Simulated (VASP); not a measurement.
# B (R-3m) in VASP: notebook

One crystal, B, is run at these levels: PBE; tasks: relaxation of cell and atoms.

Everything below comes from runs of VASP 6.6.1. Logs are shortened: lines on timing, memory, paths and dates and some standing lists are left out, and cuts for length are marked.

## (1) Starting point

It takes space group R-3m (No. 166, trigonal). The conventional cell has a = 4.918 Å, b = 4.918 Å, c = 12.581 Å, α = 90.00°, β = 90.00°, γ = 120.00°. B (site symmetry m) has 6 B at 1.67 to 1.81 Å as nearest neighbours. Around B (site symmetry m) lie 7 B at 1.79 to 2.01 Å.

## (2) Relaxation of cell and atoms, PBE

Input file INCAR:

```
PREC = Accurate ; ENCUT = 520
EDIFF = 1E-6 ; ISMEAR = 0
SIGMA = 0.1 ; LREAL = F
LASPH = T ; NELM = 120
ALGO = Normal ; ISIF = 3
LWAVE = F ; LCHARG = F
GGA = PE ; IBRION = 2
NSW = 90 ; EDIFFG = -0.01
KPAR = 4
```

Input file KPOINTS:

```
regular mesh
0
Gamma
  7 7 7
```

Input file POSCAR:

```
B
1.0
    2.4589500000      1.4196754400      4.1935000000
   -2.4589500000      1.4196754400      4.1935000000
    0.0000000000     -2.8393508900      4.1935000000
B
12
Direct
    0.0101900000      0.6536100000      0.0101900000
    0.0101900000      0.0101900000      0.6536100000
    0.6536100000      0.0101900000      0.0101900000
    0.9898100000      0.3463900000      0.9898100000
    0.3463900000      0.9898100000      0.9898100000
    0.9898100000      0.9898100000      0.3463900000
    0.2211800000      0.6306000000      0.2211800000
    0.2211800000      0.2211800000      0.6306000000
    0.6306000000      0.2211800000      0.2211800000
    0.7788200000      0.3694000000      0.7788200000
    0.3694000000      0.7788200000      0.7788200000
    0.7788200000      0.7788200000      0.3694000000
```

Potentials or basis: VASP PAW PBE potentials, release 64 (B).

Run with:

```
> cat potpaw_PBE.64/B/POTCAR > POTCAR
> mpirun -np 4 vasp_std > vasp.out
```

OUTCAR:

```text
PREC = Accurate
   ENCUT = 520
   EDIFF = 1E-6
   ISMEAR = 0
   LREAL = F
   LASPH = T
   NELM = 120
   ISIF = 3
   GGA = PE
   IBRION = 2
   NSW = 90
   EDIFFG = -0.01

 ion  position               nearest neighbor table
   1  0.010  0.654  0.010-   4 1.67   2 1.75   3 1.75   7 1.80  11 1.81  12 1.81
   2  0.010  0.010  0.654-   6 1.67   3 1.75   1 1.75   8 1.80  10 1.81  11 1.81
   3  0.654  0.010  0.010-   5 1.67   2 1.75   1 1.75   9 1.80  10 1.81  12 1.81
   4  0.990  0.346  0.990-   1 1.67   6 1.75   5 1.75  10 1.80   9 1.81   8 1.81
   5  0.346  0.990  0.990-   3 1.67   6 1.75   4 1.75  11 1.80   7 1.81   8 1.81
   6  0.990  0.990  0.346-   2 1.67   4 1.75   5 1.75  12 1.80   9 1.81   7 1.81
   7  0.221  0.631  0.221-  11 1.79  12 1.79   1 1.80   5 1.81   6 1.81   8 2.01   9 2.01
   8  0.221  0.221  0.631-  10 1.79  11 1.79   2 1.80   4 1.81   5 1.81   7 2.01   9 2.01
   9  0.631  0.221  0.221-  10 1.79  12 1.79   3 1.80   4 1.81   6 1.81   8 2.01   7 2.01
  10  0.779  0.369  0.779-   9 1.79   8 1.79   4 1.80   3 1.81   2 1.81  12 2.01  11 2.01
  11  0.369  0.779  0.779-   7 1.79   8 1.79   5 1.80   1 1.81   2 1.81  12 2.01  10 2.01
  12  0.779  0.779  0.369-   7 1.79   9 1.79   6 1.80   3 1.81   1 1.81  10 2.01  11 2.01

  LATTYP: Found a trigonal (rhomboedric) cell.
 ALAT       =     5.0643218408
 COS(alpha) =     0.5284944645

  Lattice vectors:

 A1 = (   2.4589500000,   1.4196754400,   4.1935000000)
 A2 = (  -2.4589500000,   1.4196754400,   4.1935000000)
 A3 = (   0.0000000000,  -2.8393508900,   4.1935000000)

Analysis of symmetry for initial positions (statically):
=====================================================================
 Subroutine PRICEL returns:
 Original cell was already a primitive cell.

 Routine SETGRP: Setting up the symmetry group for a
 trigonal (rhombohedral) supercell.

 Subroutine GETGRP returns: Found 12 space group operations
 (whereof 12 operations were pure point group operations)
 out of a pool of 12 trial point group operations.

The static configuration has the point symmetry D_3d.

Analysis of symmetry for dynamics (positions and initial velocities):
=====================================================================
 Subroutine PRICEL returns:
 Original cell was already a primitive cell.

 Routine SETGRP: Setting up the symmetry group for a
 trigonal (rhombohedral) supercell.

 Subroutine GETGRP returns: Found 12 space group operations
 (whereof 12 operations were pure point group operations)
 out of a pool of 12 trial point group operations.

The dynamic configuration has the point symmetry D_3d.

 Subroutine INISYM returns: Found 12 space group operations
[... 130 lines left out ...]
   EMIN   =  10.00;   EMAX   =-10.00  energy-range for DOS
   EFERMI =   0.00;   METHOD = LEGACY
   ISMEAR =     0;   SIGMA  =   0.10  broadening in eV -4-tet -1-fermi 0-gaus
   EFERMI_NEDOS =   21; number of points for ismear=-14 and -15
   IALGO  =     38    algorithm
   IMIX   =      4    mixing-type and parameters
     AMIX     =   0.40;   BMIX     =  1.00
     AMIX_MAG =   1.60;   BMIX_MAG =  1.00
  volume/ion in A,a.u.               =       7.32        49.39
  Fermi-wavevector in a.u.,A,eV,Ry     =   1.216056  2.298012 20.120177  1.478791
  Thomas-Fermi vector in A             =   2.351422
   LORBIT       =      0    0 simple, 1 ext, 2 COOP (PROOUT), +10 PAW based schemes
   GGA     = PE    functional components
   LHFCALC =     F    Hartree Fock is set to
   AEXX    =    0.0000 exact exchange contribution
   IVDW    =     0    specifies the selected vdW correction
   LEPSILON=     F    determine dielectric tensor
   LRPA    =     F    only Hartree local field effects (RPA)
 conjugate gradient relaxation of ions
 non-spin polarized calculation
 Gauss-broadening in eV      SIGMA  =   0.10
  energy-cutoff  :      520.00
  volume of cell :       87.83
 maximum number of plane-waves:      2390
 NGX is ok and might be reduce to    40
   NGX = 19   NGY = 19   NGZ = 19

--------------------------------------- Ionic step        1  -------------------------------------------

 number of electron      36.0000000 magnetization

 Free energy of the ion-electron system (eV)
  ---------------------------------------------------
  ext. energy  EPLUGINS =         0.00000000
  ---------------------------------------------------
  free energy    TOTEN  =       -80.45037765 eV

  energy without entropy =      -80.45037765  energy(sigma->0) =      -80.45037765

------------------------ aborting loop because EDIFF is reached ----------------------------------------

  FORCE on cell =-STRESS in cart. coord.  units (eV):
  Direction    XX          YY          ZZ          XY          YZ          ZX
  --------------------------------------------------------------------------------------
  -------------------------------------------------------------------------------------
  Total       -1.5115441     -1.5115441     -1.0998596      0.0000000      0.0000000     -0.0000000
  in kB      -27.5717764    -27.5717763    -20.0623205      0.0000000      0.0000000     -0.0000000
  external PRESSURE =     -25.0686244 kB  Pullay stress =       0.0000000 kB
[... 217 lines left out ...]
--------------------------------------- Ionic step        6  -------------------------------------------

 number of electron      36.0000000 magnetization

 Free energy of the ion-electron system (eV)
  ---------------------------------------------------
  ext. energy  EPLUGINS =         0.00000000
  ---------------------------------------------------
  free energy    TOTEN  =       -80.45913606 eV

  energy without entropy =      -80.45913606  energy(sigma->0) =      -80.45913606

 E-fermi :   6.3103     XC(G=0): -11.5564

 val. band max:        5.8960341115   @ k =   0.4286   0.4286   0.4286
 cond. band min:       7.3541044655   @ k =  -0.2857   0.2857   0.2857
 fundamental gap:      1.4580703540
 Fermi energy:         6.3102961321

 k-point     1 :       0.0000    0.0000    0.0000
  band No.  band energies     occupation
      1     -10.2663      2.00000
      2      -4.5293      2.00000
      3      -4.2753      2.00000
      4      -4.2753      2.00000
      5      -3.2145      2.00000
      6      -2.5651      2.00000
[... 661 lines left out ...]
     24      11.8468      0.00000
     25      12.3527      0.00000

 [... further k-points ...]

------------------------ aborting loop because EDIFF is reached ----------------------------------------

  FORCE on cell =-STRESS in cart. coord.  units (eV):
  Direction    XX          YY          ZZ          XY          YZ          ZX
  --------------------------------------------------------------------------------------
  -------------------------------------------------------------------------------------
  Total       -0.0100561     -0.0100561      0.0380002      0.0000000     -0.0000000     -0.0000000
  in kB       -0.1853706     -0.1853706      0.7004798      0.0000000     -0.0000000     -0.0000000
  external PRESSURE =       0.1099129 kB  Pullay stress =       0.0000000 kB
[... 27 lines left out ...]
  FREE ENERGIE OF THE ION-ELECTRON SYSTEM (eV)
  ---------------------------------------------------
  free  energy   TOTEN  =       -80.4591360563 eV

  energy  without entropy=      -80.4591360563  energy(sigma->0) =      -80.45913606

 reached required accuracy - stopping structural energy minimisation
```

Wall time 76 s (4 MPI ranks of Intel Xeon 6975P-C (Granite Rapids), shared host); peak memory 0.25 GiB.

What came out:

```
Free energy                            : -80.4591 eV
Relaxed volume                         : 7.24 Å³/atom
Relaxed cell                           : a = 5.048 Å, b = 5.048 Å, c = 5.048 Å, α = 58.05°, β = 58.05°, γ = 58.05°
Space group after relaxing (to 0.05 Å) : R-3m (No. 166)
Energy gained by relaxing              : 0.7 meV/atom
Ionic steps                            : 6
Pressure after relaxing                : 0.0 GPa
Largest force after relaxing           : 0.006 eV/Å
Band gap on the k mesh                 : 1.46 eV, indirect (least direct gap 1.84 eV)
```

Forces on the atoms (eV/Å):
```
B    0.005 -0.003  0.002
B    0.000  0.005  0.002
B   -0.005 -0.003  0.002
B   -0.005  0.003 -0.002
B    0.005  0.003 -0.002
B    0.000 -0.005 -0.002
B   -0.005  0.003 -0.001
B    0.000 -0.006 -0.001
B    0.005  0.003 -0.001
B    0.005 -0.003  0.001
B   -0.005 -0.003  0.001
B    0.000  0.006  0.001
```

The path:
```
step  energy change (eV)  largest force (eV/Å)  pressure (GPa)  volume (Å³)
   1              0.0000                0.1620           -2.51        87.83
   2              0.0024                0.3168            2.06        86.39
   3             -0.0080                0.0606           -0.41        87.15
   4             -0.0085                0.0511            0.21        86.87
   5             -0.0086                0.0272            0.01        86.96
   6             -0.0088                0.0058            0.01        86.92
```

Final structure:
```yaml
crystal:
  lattice:
    - [2.44951, 1.41422, 4.18170]
    - [-2.44951, 1.41422, 4.18170]
    - [0.00000, -2.82845, 4.18170]
  atoms:
    - { symbol: B, position: [0.01026, 0.65405, 0.01026] }
    - { symbol: B, position: [0.01026, 0.01026, 0.65405] }
    - { symbol: B, position: [0.65405, 0.01026, 0.01026] }
    - { symbol: B, position: [0.98974, 0.34595, 0.98974] }
    - { symbol: B, position: [0.34595, 0.98974, 0.98974] }
    - { symbol: B, position: [0.98974, 0.98974, 0.34595] }
    - { symbol: B, position: [0.22111, 0.63051, 0.22111] }
    - { symbol: B, position: [0.22111, 0.22111, 0.63051] }
    - { symbol: B, position: [0.63051, 0.22111, 0.22111] }
    - { symbol: B, position: [0.77889, 0.36949, 0.77889] }
    - { symbol: B, position: [0.36949, 0.77889, 0.77889] }
    - { symbol: B, position: [0.77889, 0.77889, 0.36949] }
```

Caveat: an odd mesh through Γ misses points on the zone boundary, where band edges often lie.

## (3) Relaxation of cell and atoms, PBE

This run uses another cell than the first one, of 7.24 Å³/atom, 0.990 times its volume.

Input file INCAR:

```
PREC = Accurate ; ENCUT = 520
EDIFF = 1E-7 ; ISMEAR = 0
SIGMA = 0.1 ; LREAL = F
LASPH = T ; NELM = 120
ALGO = Normal ; ISIF = 3
LWAVE = F ; LCHARG = F
GGA = PE ; IBRION = 2
NSW = 60 ; EDIFFG = -0.005
POTIM = 0.3 ; KPAR = 4
```

KPOINTS is that of step 2.

Input file POSCAR:

```
B                                       
1.0
    2.4495059290      1.4142229031      4.1816996220
   -2.4495059290      1.4142229031      4.1816996220
    0.0000000000     -2.8284458162      4.1816996220
  B             
    12
Direct
     0.0102621569954110    0.6540524057397885    0.0102621569954017
     0.0102621569954057    0.0102621569954057    0.6540524057397865
     0.6540524057397885    0.0102621569954110    0.0102621569954017
     0.9897378430045890    0.3459475942602115    0.9897378430045982
     0.3459475942602115    0.9897378430045890    0.9897378430045982
     0.9897378430045943    0.9897378430045943    0.3459475942602134
     0.2211056881005132    0.6305066104987198    0.2211056881005113
     0.2211056881005086    0.2211056881005086    0.6305066104987244
     0.6305066104987198    0.2211056881005132    0.2211056881005113
     0.7788943118994869    0.3694933895012802    0.7788943118994888
     0.3694933895012802    0.7788943118994869    0.7788943118994888
     0.7788943118994915    0.7788943118994915    0.3694933895012755
```

Potentials or basis: VASP PAW PBE potentials, release 64 (B).

Run with:

```
> cat potpaw_PBE.64/B/POTCAR > POTCAR
> mpirun -np 4 vasp_std > vasp.out
```

It took 52 s on 4 MPI ranks of Intel Xeon 6975P-C (Granite Rapids), shared host; peak memory 0.22 GiB.

Results (log left out):

```yaml
Free_energy: -80.4585 eV
Energy_gained_by_relaxing: 0.0 meV/atom
Ionic_steps: 2
Pressure_after_relaxing: 0.0 GPa
Band_gap_on_the_k_mesh: 1.46 eV, indirect (least direct gap 1.84 eV)
```

Final structure:
```cif
data_structure
_symmetry_space_group_name_H-M 'P 1'
_symmetry_Int_Tables_number 1
_cell_length_a 5.0487
_cell_length_b 5.0487
_cell_length_c 5.0487
_cell_angle_alpha 58.047
_cell_angle_beta 58.047
_cell_angle_gamma 58.047
_cell_volume 86.92
loop_
_atom_site_label
_atom_site_type_symbol
_atom_site_fract_x
_atom_site_fract_y
_atom_site_fract_z
_atom_site_occupancy
B1 B 0.01029 0.65402 0.01029 1
B2 B 0.01029 0.01029 0.65402 1
B3 B 0.65402 0.01029 0.01029 1
B4 B 0.98971 0.34598 0.98971 1
B5 B 0.34598 0.98971 0.98971 1
B6 B 0.98971 0.98971 0.34598 1
B7 B 0.22108 0.63054 0.22108 1
B8 B 0.22108 0.22108 0.63054 1
B9 B 0.63054 0.22108 0.22108 1
B10 B 0.77892 0.36946 0.77892 1
B11 B 0.36946 0.77892 0.77892 1
B12 B 0.77892 0.77892 0.36946 1
```

Levels at points of the mesh, in eV from the valence-band top:
```tsv
k point	band 15	band 16	band 17	band 18	band 19	band 20	band 21	band 22
(0.00, 0.00, 0.00)	-1.36	-0.82	-0.82	-0.34	1.52	4.56	4.56	4.74
```

Caveat: an odd mesh through Γ misses points on the zone boundary, where band edges often lie.
